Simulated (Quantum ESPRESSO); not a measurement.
A run of Quantum ESPRESSO 7.5 is set up as follows.

pw.in

```
&CONTROL
  calculation = 'scf'
  prefix = 'pwscf'
  outdir = './tmp'
  pseudo_dir = './pseudo'
  tprnfor = .true.
  tstress = .true.
  disk_io = 'low'
/
&SYSTEM
  ibrav = 0
  celldm(1) = 8
  nat = 4
  ntyp = 2
  ecutwfc = 45
  ecutrho = 360
  nbnd = 22
  occupations = 'smearing'
  smearing = 'fd'
  degauss = 0.00367493
/
&ELECTRONS
  conv_thr = 8d-10
  electron_maxstep = 120
  mixing_beta = 0.5
/
ATOMIC_SPECIES
Hg   200.5920 hg_lda_v1.uspp.F.UPF
S     32.0600 s_lda_v1.4.uspp.F.UPF
CELL_PARAMETERS alat
  1.2203287607530   0.0000000000000   0.0000000000000
 -0.6101643803765   1.0568357082983   0.0000000000000
  0.0000000000000   0.0000000000000   1.1538405564708
ATOMIC_POSITIONS crystal
Hg     0.0000000000    0.0000000000    0.5000000000
S      0.6666666700    0.3333333300    0.7461026700
S      0.6666666700    0.3333333300    0.2538973300
S      0.3333333300    0.6666666700    0.5000000000
K_POINTS automatic
5 5 5 0 0 0
```

nscf.in

```
&CONTROL
  calculation = 'nscf'
  prefix = 'pwscf'
  outdir = './tmp'
  pseudo_dir = './pseudo'
  disk_io = 'low'
/
&SYSTEM
  ibrav = 0
  celldm(1) = 8
  nat = 4
  ntyp = 2
  ecutwfc = 45
  ecutrho = 360
  nbnd = 33
  occupations = 'smearing'
  smearing = 'fd'
  degauss = 0.00367493
  nosym = .true.
  noinv = .true.
/
&ELECTRONS
  conv_thr = 1d-09
  electron_maxstep = 120
  mixing_beta = 0.5
  diago_full_acc = .true.
  startingwfc = 'random'
/
ATOMIC_SPECIES
Hg   200.5920 hg_lda_v1.uspp.F.UPF
S     32.0600 s_lda_v1.4.uspp.F.UPF
CELL_PARAMETERS alat
  1.2203287607530   0.0000000000000   0.0000000000000
 -0.6101643803765   1.0568357082983   0.0000000000000
  0.0000000000000   0.0000000000000   1.1538405564708
ATOMIC_POSITIONS crystal
Hg     0.0000000000    0.0000000000    0.5000000000
S      0.6666666700    0.3333333300    0.7461026700
S      0.6666666700    0.3333333300    0.2538973300
S      0.3333333300    0.6666666700    0.5000000000
K_POINTS crystal
64
  0.00000000   0.00000000   0.00000000 1.56250000e-02
  0.00000000   0.00000000   0.25000000 1.56250000e-02
  0.00000000   0.00000000   0.50000000 1.56250000e-02
  0.00000000   0.00000000   0.75000000 1.56250000e-02
  0.00000000   0.25000000   0.00000000 1.56250000e-02
  0.00000000   0.25000000   0.25000000 1.56250000e-02
  0.00000000   0.25000000   0.50000000 1.56250000e-02
  0.00000000   0.25000000   0.75000000 1.56250000e-02
  0.00000000   0.50000000   0.00000000 1.56250000e-02
  0.00000000   0.50000000   0.25000000 1.56250000e-02
  0.00000000   0.50000000   0.50000000 1.56250000e-02
  0.00000000   0.50000000   0.75000000 1.56250000e-02
  0.00000000   0.75000000   0.00000000 1.56250000e-02
  0.00000000   0.75000000   0.25000000 1.56250000e-02
  0.00000000   0.75000000   0.50000000 1.56250000e-02
  0.00000000   0.75000000   0.75000000 1.56250000e-02
  0.25000000   0.00000000   0.00000000 1.56250000e-02
  0.25000000   0.00000000   0.25000000 1.56250000e-02
  0.25000000   0.00000000   0.50000000 1.56250000e-02
  0.25000000   0.00000000   0.75000000 1.56250000e-02
  0.25000000   0.25000000   0.00000000 1.56250000e-02
  0.25000000   0.25000000   0.25000000 1.56250000e-02
  0.25000000   0.25000000   0.50000000 1.56250000e-02
  0.25000000   0.25000000   0.75000000 1.56250000e-02
  0.25000000   0.50000000   0.00000000 1.56250000e-02
  0.25000000   0.50000000   0.25000000 1.56250000e-02
  0.25000000   0.50000000   0.50000000 1.56250000e-02
  0.25000000   0.50000000   0.75000000 1.56250000e-02
  0.25000000   0.75000000   0.00000000 1.56250000e-02
  0.25000000   0.75000000   0.25000000 1.56250000e-02
  0.25000000   0.75000000   0.50000000 1.56250000e-02
  0.25000000   0.75000000   0.75000000 1.56250000e-02
  0.50000000   0.00000000   0.00000000 1.56250000e-02
  0.50000000   0.00000000   0.25000000 1.56250000e-02
  0.50000000   0.00000000   0.50000000 1.56250000e-02
  0.50000000   0.00000000   0.75000000 1.56250000e-02
  0.50000000   0.25000000   0.00000000 1.56250000e-02
  0.50000000   0.25000000   0.25000000 1.56250000e-02
  0.50000000   0.25000000   0.50000000 1.56250000e-02
  0.50000000   0.25000000   0.75000000 1.56250000e-02
  0.50000000   0.50000000   0.00000000 1.56250000e-02
  0.50000000   0.50000000   0.25000000 1.56250000e-02
  0.50000000   0.50000000   0.50000000 1.56250000e-02
  0.50000000   0.50000000   0.75000000 1.56250000e-02
  0.50000000   0.75000000   0.00000000 1.56250000e-02
  0.50000000   0.75000000   0.25000000 1.56250000e-02
  0.50000000   0.75000000   0.50000000 1.56250000e-02
  0.50000000   0.75000000   0.75000000 1.56250000e-02
  0.75000000   0.00000000   0.00000000 1.56250000e-02
  0.75000000   0.00000000   0.25000000 1.56250000e-02
  0.75000000   0.00000000   0.50000000 1.56250000e-02
  0.75000000   0.00000000   0.75000000 1.56250000e-02
  0.75000000   0.25000000   0.00000000 1.56250000e-02
  0.75000000   0.25000000   0.25000000 1.56250000e-02
  0.75000000   0.25000000   0.50000000 1.56250000e-02
  0.75000000   0.25000000   0.75000000 1.56250000e-02
  0.75000000   0.50000000   0.00000000 1.56250000e-02
  0.75000000   0.50000000   0.25000000 1.56250000e-02
  0.75000000   0.50000000   0.50000000 1.56250000e-02
  0.75000000   0.50000000   0.75000000 1.56250000e-02
  0.75000000   0.75000000   0.00000000 1.56250000e-02
  0.75000000   0.75000000   0.25000000 1.56250000e-02
  0.75000000   0.75000000   0.50000000 1.56250000e-02
  0.75000000   0.75000000   0.75000000 1.56250000e-02
```

File pw2wan.in:

```
&INPUTPP
  prefix = 'pwscf'
  outdir = './tmp'
  seedname = 'w'
  write_mmn = .true.
  write_amn = .true.
  scdm_proj = .true.
  scdm_entanglement = 'erfc'
  scdm_mu = 5.44
  scdm_sigma = 2
/
```

bands.in

```
&CONTROL
  calculation = 'bands'
  prefix = 'pwscf'
  outdir = './tmp'
  pseudo_dir = './pseudo'
  disk_io = 'low'
/
&SYSTEM
  ibrav = 0
  celldm(1) = 8
  nat = 4
  ntyp = 2
  ecutwfc = 45
  ecutrho = 360
  nbnd = 33
  occupations = 'smearing'
  smearing = 'fd'
  degauss = 0.00367493
/
&ELECTRONS
  conv_thr = 1d-08
  electron_maxstep = 120
  mixing_beta = 0.5
  diago_full_acc = .true.
  startingwfc = 'random'
/
ATOMIC_SPECIES
Hg   200.5920 hg_lda_v1.uspp.F.UPF
S     32.0600 s_lda_v1.4.uspp.F.UPF
CELL_PARAMETERS alat
  1.2203287607530   0.0000000000000   0.0000000000000
 -0.6101643803765   1.0568357082983   0.0000000000000
  0.0000000000000   0.0000000000000   1.1538405564708
ATOMIC_POSITIONS crystal
Hg     0.0000000000    0.0000000000    0.5000000000
S      0.6666666700    0.3333333300    0.7461026700
S      0.6666666700    0.3333333300    0.2538973300
S      0.3333333300    0.6666666700    0.5000000000
K_POINTS crystal
75
  0.00000000   0.00000000   0.00000000 1
  0.05555600   0.00000000   0.00000000 1
  0.11111100   0.00000000   0.00000000 1
  0.16666700   0.00000000   0.00000000 1
  0.22222200   0.00000000   0.00000000 1
  0.27777800   0.00000000   0.00000000 1
  0.33333300   0.00000000   0.00000000 1
  0.38888900   0.00000000   0.00000000 1
  0.44444400   0.00000000   0.00000000 1
  0.50000000   0.00000000   0.00000000 1
  0.46666700   0.06666700   0.00000000 1
  0.43333300   0.13333300   0.00000000 1
  0.40000000   0.20000000   0.00000000 1
  0.36666700   0.26666700   0.00000000 1
  0.33333300   0.33333300   0.00000000 1
  0.30000000   0.30000000   0.00000000 1
  0.26666700   0.26666700   0.00000000 1
  0.23333300   0.23333300   0.00000000 1
  0.20000000   0.20000000   0.00000000 1
  0.16666700   0.16666700   0.00000000 1
  0.13333300   0.13333300   0.00000000 1
  0.10000000   0.10000000   0.00000000 1
  0.06666700   0.06666700   0.00000000 1
  0.03333300   0.03333300   0.00000000 1
  0.00000000   0.00000000   0.00000000 1
  0.00000000   0.00000000   0.06250000 1
  0.00000000   0.00000000   0.12500000 1
  0.00000000   0.00000000   0.18750000 1
  0.00000000   0.00000000   0.25000000 1
  0.00000000   0.00000000   0.31250000 1
  0.00000000   0.00000000   0.37500000 1
  0.00000000   0.00000000   0.43750000 1
  0.00000000   0.00000000   0.50000000 1
  0.05555600   0.00000000   0.50000000 1
  0.11111100   0.00000000   0.50000000 1
  0.16666700   0.00000000   0.50000000 1
  0.22222200   0.00000000   0.50000000 1
  0.27777800   0.00000000   0.50000000 1
  0.33333300   0.00000000   0.50000000 1
  0.38888900   0.00000000   0.50000000 1
  0.44444400   0.00000000   0.50000000 1
  0.50000000   0.00000000   0.50000000 1
  0.46666700   0.06666700   0.50000000 1
  0.43333300   0.13333300   0.50000000 1
  0.40000000   0.20000000   0.50000000 1
  0.36666700   0.26666700   0.50000000 1
  0.33333300   0.33333300   0.50000000 1
  0.30000000   0.30000000   0.50000000 1
  0.26666700   0.26666700   0.50000000 1
  0.23333300   0.23333300   0.50000000 1
  0.20000000   0.20000000   0.50000000 1
  0.16666700   0.16666700   0.50000000 1
  0.13333300   0.13333300   0.50000000 1
  0.10000000   0.10000000   0.50000000 1
  0.06666700   0.06666700   0.50000000 1
  0.03333300   0.03333300   0.50000000 1
  0.00000000   0.00000000   0.50000000 1
  0.50000000   0.00000000   0.50000000 1
  0.50000000   0.00000000   0.43750000 1
  0.50000000   0.00000000   0.37500000 1
  0.50000000   0.00000000   0.31250000 1
  0.50000000   0.00000000   0.25000000 1
  0.50000000   0.00000000   0.18750000 1
  0.50000000   0.00000000   0.12500000 1
  0.50000000   0.00000000   0.06250000 1
  0.50000000   0.00000000   0.00000000 1
  0.33333300   0.33333300   0.00000000 1
  0.33333300   0.33333300   0.06250000 1
  0.33333300   0.33333300   0.12500000 1
  0.33333300   0.33333300   0.18750000 1
  0.33333300   0.33333300   0.25000000 1
  0.33333300   0.33333300   0.31250000 1
  0.33333300   0.33333300   0.37500000 1
  0.33333300   0.33333300   0.43750000 1
  0.33333300   0.33333300   0.50000000 1
```

File w.win:

```
num_wann = 21
num_bands = 33
auto_projections = true
dis_num_iter = 0
num_iter = 1200
search_shells = 100
kmesh_tol = 1.0d-4
conv_tol = 1.0d-8
conv_window = 4
num_print_cycles = 200
fermi_energy = 3.4398
bands_plot = true
write_hr = true
mp_grid = 4 4 4
begin unit_cell_cart
ang
  5.1661613600   0.0000000000   0.0000000000
 -2.5830806800   4.4740269800   0.0000000000
  0.0000000000   0.0000000000   4.8846890200
end unit_cell_cart
begin atoms_frac
Hg   0.0000000000   0.0000000000   0.5000000000
S    0.6666666700   0.3333333300   0.7461026700
S    0.6666666700   0.3333333300   0.2538973300
S    0.3333333300   0.6666666700   0.5000000000
end atoms_frac
begin kpoint_path
G   0.0000000000   0.0000000000   0.0000000000  M   0.5000000000   0.0000000000   0.0000000000
M   0.5000000000   0.0000000000   0.0000000000  K   0.3333333333   0.3333333333   0.0000000000
K   0.3333333333   0.3333333333   0.0000000000  G   0.0000000000   0.0000000000   0.0000000000
G   0.0000000000   0.0000000000   0.0000000000  A   0.0000000000   0.0000000000   0.5000000000
A   0.0000000000   0.0000000000   0.5000000000  L   0.5000000000   0.0000000000   0.5000000000
L   0.5000000000   0.0000000000   0.5000000000  H   0.3333333333   0.3333333333   0.5000000000
H   0.3333333333   0.3333333333   0.5000000000  A   0.0000000000   0.0000000000   0.5000000000
L   0.5000000000   0.0000000000   0.5000000000  M   0.5000000000   0.0000000000   0.0000000000
K   0.3333333333   0.3333333333   0.0000000000  H   0.3333333333   0.3333333333   0.5000000000
end kpoint_path
bands_num_points = 9
begin kpoints
  0.00000000   0.00000000   0.00000000
  0.00000000   0.00000000   0.25000000
  0.00000000   0.00000000   0.50000000
  0.00000000   0.00000000   0.75000000
  0.00000000   0.25000000   0.00000000
  0.00000000   0.25000000   0.25000000
  0.00000000   0.25000000   0.50000000
  0.00000000   0.25000000   0.75000000
  0.00000000   0.50000000   0.00000000
  0.00000000   0.50000000   0.25000000
  0.00000000   0.50000000   0.50000000
  0.00000000   0.50000000   0.75000000
  0.00000000   0.75000000   0.00000000
  0.00000000   0.75000000   0.25000000
  0.00000000   0.75000000   0.50000000
  0.00000000   0.75000000   0.75000000
  0.25000000   0.00000000   0.00000000
  0.25000000   0.00000000   0.25000000
  0.25000000   0.00000000   0.50000000
  0.25000000   0.00000000   0.75000000
  0.25000000   0.25000000   0.00000000
  0.25000000   0.25000000   0.25000000
  0.25000000   0.25000000   0.50000000
  0.25000000   0.25000000   0.75000000
  0.25000000   0.50000000   0.00000000
  0.25000000   0.50000000   0.25000000
  0.25000000   0.50000000   0.50000000
  0.25000000   0.50000000   0.75000000
  0.25000000   0.75000000   0.00000000
  0.25000000   0.75000000   0.25000000
  0.25000000   0.75000000   0.50000000
  0.25000000   0.75000000   0.75000000
  0.50000000   0.00000000   0.00000000
  0.50000000   0.00000000   0.25000000
  0.50000000   0.00000000   0.50000000
  0.50000000   0.00000000   0.75000000
  0.50000000   0.25000000   0.00000000
  0.50000000   0.25000000   0.25000000
  0.50000000   0.25000000   0.50000000
  0.50000000   0.25000000   0.75000000
  0.50000000   0.50000000   0.00000000
  0.50000000   0.50000000   0.25000000
  0.50000000   0.50000000   0.50000000
  0.50000000   0.50000000   0.75000000
  0.50000000   0.75000000   0.00000000
  0.50000000   0.75000000   0.25000000
  0.50000000   0.75000000   0.50000000
  0.50000000   0.75000000   0.75000000
  0.75000000   0.00000000   0.00000000
  0.75000000   0.00000000   0.25000000
  0.75000000   0.00000000   0.50000000
  0.75000000   0.00000000   0.75000000
  0.75000000   0.25000000   0.00000000
  0.75000000   0.25000000   0.25000000
  0.75000000   0.25000000   0.50000000
  0.75000000   0.25000000   0.75000000
  0.75000000   0.50000000   0.00000000
  0.75000000   0.50000000   0.25000000
  0.75000000   0.50000000   0.50000000
  0.75000000   0.50000000   0.75000000
  0.75000000   0.75000000   0.00000000
  0.75000000   0.75000000   0.25000000
  0.75000000   0.75000000   0.50000000
  0.75000000   0.75000000   0.75000000
end kpoints
```

Potentials or basis: GBRV 1.5 LDA.

Command:

```bash
$ OMP_NUM_THREADS=1 pw.x -in pw.in > pw.out
$ OMP_NUM_THREADS=1 pw.x -in nscf.in > nscf.out
$ wannier90.x -pp w
$ OMP_NUM_THREADS=1 pw2wannier90.x -in pw2wan.in > pw2wan.out
$ wannier90.x w
$ OMP_NUM_THREADS=1 pw.x -in bands.in > bands.out
```

Question: What does it give for the total Wannier spread?

Answer: 44.46 Å² over 21 functions.

Question: Predict the RMS miss of the Wannier bands.

Answer: 0.011 eV.

Question: Predict the pressure.

Answer: -10.0 GPa.

Question: Predict the largest force.

Answer: 0.514 eV/Å.

Question: Estimate the band gap on the k mesh.

Answer: None (metal or under the smearing width).

Wannier functions:
```csv
function,nearest atom,distance (Å),spread (Å²),on-site energy from the reference level (eV)
1,1 Hg,0.04,0.76,-5.66
2,1 Hg,0.02,0.78,-5.65
3,1 Hg,1.04,5.62,2.22
4,1 Hg,0.05,0.85,-5.51
5,1 Hg,0.09,1.11,-5.30
6,2 S,0.51,1.29,-3.64
7,3 S,0.50,1.25,-3.67
8,4 S,0.55,1.32,-4.06
9,3 S,0.50,1.30,-3.70
10,4 S,0.53,1.31,-4.14
11,3 S,0.50,1.23,-3.66
12,2 S,0.50,1.24,-3.67
13,2 S,0.50,1.25,-3.69
14,4 S,0.55,1.32,-4.11
15,1 Hg,0.97,5.62,2.24
16,1 Hg,1.33,7.40,2.90
17,2 S,0.47,1.09,-3.70
18,3 S,0.47,1.07,-3.71
19,1 Hg,1.02,6.24,2.74
20,1 Hg,0.06,0.96,-5.43
21,4 S,0.28,1.44,-1.72
```

Caveat: spin-orbit coupling is left out, which moves the levels of the heavy elements.
